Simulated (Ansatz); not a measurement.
# HfO2: the cost of one run

Program: Ansatz 0.2.0. PAW datasets, plane waves. (Calculated; spin-unpolarised; the phase may be known or hypothetical.)

## (1) Starting point

The unstrained cell was relaxed with r2SCAN; in each strained cell the atoms were relaxed again with r2SCAN. Names of k-points are those of the unstrained zone, where strain can split equivalent points. First state: no strain.

In-plane lattice: a = 3.232 Å, b = 3.232 Å, γ = 120.0°; thickness between the outer nuclei 1.92 Å. Hf has 6 O at 2.10 Å; O has 3 Hf at 2.10 Å.

As a file:

```xyz
3
Lattice="3.2321 0.0000 0.0000 -1.6161 2.7991 0.0000 0.0000 0.0000 29.2760" Properties=species:S:1:pos:R:3 pbc="T T F"
Hf    0.0000    0.0000    9.0000
O     0.0000    1.8661    9.9596
O     1.6161    0.9330    8.0404
```
The sheet repeats along a and b alone.

## (2) No strain: PBE

input.yaml reads:

```yaml
crystal:
  lattice:
    - [3.2321279696, 0.0, 0.0]
    - [-1.6160639848, 2.7991049299, 0.0]
    - [0.0, 0.0, 29.2760023432]
  atoms:
    - { symbol: Hf, position: [0.0, 0.0, 0.3074190217] }
    - { symbol: O, position: [0.3333333333, 0.6666666667, 0.3401968248] }
    - { symbol: O, position: [0.6666666667, 0.3333333333, 0.2746412186] }
  periodic: [true, true, false]
kpoints:
  mp_grid: { grid: [12, 12, 1] }
  band_path:
    path:
      - [0.0, 0.0, 0.0]
      - [0.5, 0.0, 0.0]
      - [0.3333333333, 0.3333333333, 0.0]
      - [0.3, 0.0, 0.0]
      - [0.166667, 0.166667, 0.0]
      - [0.0, 0.5, 0.0]
    npoints: 1
hamiltonian:
  xc: pbe
scf:
  occupations: { method: fermi_dirac, width: 0.02 }
  n_extra_bands: 4
output:
  forces: true
  stress: true
  eigenvalues: true
```

Launch:

```bash
$ ansatz run input.yaml --threads 4 --pin off --max-ram 5529MiB --backend cpu --events-out ev --progress --plain --runs-dir out
```

**Question.** How long does this run take on 4 threads of AMD EPYC (Zen 3), shared host, and how much memory does it need?

About 5.2 s, with a peak of 0.61 GiB.
